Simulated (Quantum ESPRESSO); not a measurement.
**MnO under changes of volume**

One of the cells (10.999 Å³/atom); the others are scaled copies at fixed shape and fractional positions:

```
Mn O
1.0
     0.00000    2.22391    2.22391
     2.22391    0.00000    2.22391
     2.22391    2.22391    0.00000
Mn O
1 1
Direct
  0.00000 0.00000 0.00000
  0.50000 0.50000 0.50000
```

The cell is a database's computed one.

```yaml
Program: Quantum ESPRESSO 7.5
Functional: PBEsol
Potentials_or_basis: GBRV 1.5 PBEsol
Cutoff: 612 eV
Density_cutoff: 4898 eV
k_mesh: 10 × 10 × 10
Occupations: fermi-dirac, width 0.05 eV
Spin: collinear spin, ferromagnetic start
Starting_moments: "[4.0, 0.0] μB"
```

```tsv
volume (Å³/atom)	energy over the lowest point (meV/atom)	pressure (GPa)	moment (μB per cell)
10.339	0.00	-1.5	4.56
10.559	3.10	-3.6	4.63
10.779	8.76	-5.1	4.72
10.999	15.81	-6.9	4.78
11.219	26.14	-9.2	4.81
11.439	39.75	-11.1	4.84
11.659	?	?	?
```

Problem. What does the run at 11.659 Å³/atom give?

Solution. Energy over the lowest point 55.39 meV/atom; pressure -12.5 GPa; moment 4.88 μB per cell.

Worked out: A Birch-Murnaghan fit of order 3 (a polynomial in V^(-2/3)) to the other rows has no minimum within the range. It gives 56.73 meV/atom at 11.659 Å³/atom, against the run's 55.39, and -dE/dV = -13.7 GPa, against -12.5. A parabola through the other rows of the moment, of slope 0.00974 μB per Å³/atom there, extrapolates to 4.85 μB, against the run's 4.88.

Energies are extrapolated to zero smearing.

Caveats: a cell with one magnetic atom can't hold antiferromagnetic order, which such compounds often take.
